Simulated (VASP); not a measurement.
Crystal: SnS2 (Berndtite-2T).

```
Sn S
1.0
     3.63900    0.00000    0.00000
    -1.81950    3.15147    0.00000
     0.00000    0.00000    5.86800
Sn S
1 2
Cartesian
  0.0000 0.0000 0.0000
  0.0000 2.1010 1.4670
  1.8195 1.0505 4.4010
```

* Program: VASP 6.6.1
* Task: relaxation of cell and atoms
* Functional: rev-vdW-DF2
* Potentials or basis: VASP PAW PBE potentials, release 64 (Sn_d, S)
* Cutoff: 600 eV
* k mesh: 9 × 9 × 5
* Occupations: gaussian, width 0.03 eV
* Spin: no spin polarisation

At the start: pressure 2.9 GPa; volume 22.43 Å³/atom.

How do energy, volume and symmetry change on relaxing?

Over 11 steps the energy falls by 7.5 meV/atom and the volume is 23.10 Å³/atom (+3.0 %); space group P-3m1 (No. 164, to 0.05 Å).

The path:
| step | energy change (eV) | largest force (eV/Å) | pressure (GPa) | volume (Å³) |
| --- | --- | --- | --- | --- |
| 1 | 0.0000 | 0.3505 | 2.94 | 67.30 |
| 2 | -0.0049 | 0.3273 | -2.28 | 71.38 |
| 3 | -0.0219 | 0.0258 | -0.03 | 69.41 |
| 4 | -0.0219 | 0.0191 | 0.06 | 69.37 |
| 5 | -0.0223 | 0.0036 | 0.04 | 69.41 |
| 6 | -0.0224 | 0.0203 | 0.01 | 69.44 |
| 7 | -0.0224 | 0.0111 | -0.05 | 69.46 |
| 8 | -0.0224 | 0.0016 | -0.11 | 69.47 |
| 9 | -0.0224 | 0.0018 | -0.08 | 69.46 |
| 10 | -0.0225 | 0.0002 | -0.07 | 69.40 |
| 11 | -0.0225 | 0.0017 | -0.03 | 69.30 |

Final structure:
```
Sn S
1.0
     3.68764    0.00000    0.00000
    -1.84382    3.19359    0.00000
     0.00000    0.00000    5.88462
Sn S
1 2
Direct
  0.00000 0.00000 0.00000
  0.33333 0.66667 0.25212
  0.66667 0.33333 0.74788
```

Caveat: the PAW data sets were made with another functional, which shifts forces and pressure a little.
